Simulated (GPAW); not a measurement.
A calculation with GPAW 26.7.0 of TiSi2 (native input, Cartesian positions):

Contents of run.py:

```python
from ase.io import read
from gpaw import PW
from gpaw.dft import DFT

atoms = read('TiSi2.xyz')

dft = DFT(atoms,
          mode=PW(600),
          xc='PBE',
          kpts={'size': (7, 7, 10), 'gamma': True},
          occupations={'name': 'fermi-dirac', 'width': 0.05},
          nbands=21,
          convergence={'density': 1e-05, 'energy': 1e-05},
          maxiter=150,
          txt='gpaw.txt')
print(f'Energy: {dft.calculate_energy():.6f} eV')
print('Forces (eV/A):')
print(dft.calculate_forces().round(4))
print('Stress (eV/A^3):', dft.calculate_stress().round(6))
dft.write_gpw_file('gs.gpw')
```

Contents of TiSi2.xyz:

```xyz
3
Lattice="4.3746402718 0.0000000000 0.0000000000 -2.1873201359 3.7885496078 0.0000000000 0.0000000000 0.0000000000 2.5610100000" Properties=species:S:1:pos:R:3 pbc="T T T"
Ti     0.0000000000      0.0000000000      0.0000000000
Si    -0.0000000002      2.5256997387      1.2805050000
Si     2.1873201361      1.2628498691      1.2805050000
```

Potentials or basis: GPAW PAW data sets (gpaw-data 1.2.1), pw.

The run is started by

```console
$ OMP_NUM_THREADS=1 python run.py
```

The cell was built by a generator and needn't be a form met in nature.

**Question.** Write the same calculation in another form: ASE script, structure typed inline.

**Answer.** As run:

The input run.py:

```python
from ase import Atoms
from ase.dft.bandgap import bandgap
from ase.io import write
from ase.units import Bohr, GPa
from gpaw import GPAW, PW
from gpaw.elf import elf_from_dft_calculation

atoms = Atoms(['Ti', 'Si', 'Si'],
              cell=[[4.3746402718, 0.0, 0.0],
                    [-2.1873201359, 3.7885496078, 0.0],
                    [0.0, 0.0, 2.56101]],
              scaled_positions=[[0.0, 0.0, 0.0],
                                [0.3333333333, 0.6666666667, 0.5],
                                [0.6666666667, 0.3333333333, 0.5]],
              pbc=True)

calc = GPAW(mode=PW(600),
            xc='PBE',
            kpts={'size': (7, 7, 10), 'gamma': True},
            occupations={'name': 'fermi-dirac', 'width': 0.05},
            nbands=21,
            convergence={'density': 1e-05, 'energy': 1e-05},
            maxiter=150,
            txt='gpaw.txt')
atoms.calc = calc
energy = atoms.get_potential_energy()
forces = atoms.get_forces()
stress = atoms.get_stress()
calc.write('gs.gpw')
write('result.traj', atoms)
print(f'Energy: {energy:.6f} eV')
print('Forces (eV/A):')
print(forces.round(4))
print('Stress (GPa):', (stress / GPa).round(3))
print('Fermi level:', round(calc.get_fermi_level(), 4), 'eV')
print(f'Gap: {bandgap(calc)[0]:.4f} eV, direct: {bandgap(calc, direct=True)[0]:.4f} eV')

# fields on the real-space grid
write('density.cube', atoms, data=calc.get_pseudo_density() * Bohr**3)
write('potential.cube', atoms, data=calc.get_electrostatic_potential())
write('elf.cube', atoms, data=elf_from_dft_calculation(calc).data)
```

Potentials or basis: GPAW PAW data sets (gpaw-data 1.2.1), pw.

Run with:

```console
$ OMP_NUM_THREADS=1 python run.py
```

Both were run:

|  | native input, Cartesian positions | ASE script, structure typed inline |
| --- | --- | --- |
| Pressure | 0.1 GPa | 0.1 GPa |
| Band gap on the k mesh | none (metal or under the smearing width) | none (metal or under the smearing width) |

Keys that steer only the numerical path or the files written may differ.
